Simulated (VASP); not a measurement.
Input of a VASP 6.6.1 run:

Contents of INCAR:

```
SYSTEM = Pb
PREC     = Accurate       ! precision mode
ENCUT    = 520            ! plane-wave cutoff, eV
EDIFF    = 1E-6           ! SCF threshold, eV
ISMEAR   = 0              ! smearing method
SIGMA    = 0.5            ! smearing width, eV
LREAL    = .FALSE.        ! projectors in reciprocal space
LASPH    = .TRUE.         ! aspherical terms in the spheres
NELM     = 60             ! most SCF steps
ALGO     = Normal         ! electronic algorithm
ISIF     = 2              ! what is computed and relaxed
LWAVE    = .FALSE.        ! write WAVECAR
LCHARG   = .TRUE.         ! write CHGCAR
GGA      = PS             ! functional
LELF     = .TRUE.         ! ELF
LVHAR    = .TRUE.       
NBANDS   = 13             ! bands
```

The input KPOINTS:

```
regular mesh
0
G
  14 14 14
  0 0 0
```

Contents of POSCAR:

```
Pb
1.0
    0.0000000000      2.4673600000      2.4673600000
    2.4673600000      0.0000000000      2.4673600000
    2.4673600000      2.4673600000      0.0000000000
Pb
1
Direct
    0.0000000000      0.0000000000      0.0000000000
```

Potentials or basis: VASP PAW PBE potentials, release 64 (Pb_d).

The run is started by

```bash
$ cat potpaw_PBE.64/Pb_d/POTCAR > POTCAR
$ mpirun -np 1 vasp_std > vasp.out
```

(1) What does it give for the pressure?

(2) Estimate the band gap on the k mesh.

Answers

(1) 0.0 GPa.

(2) none (metal or under the smearing width).

Caveat: the PAW data sets were made with another functional, which shifts forces and pressure a little.
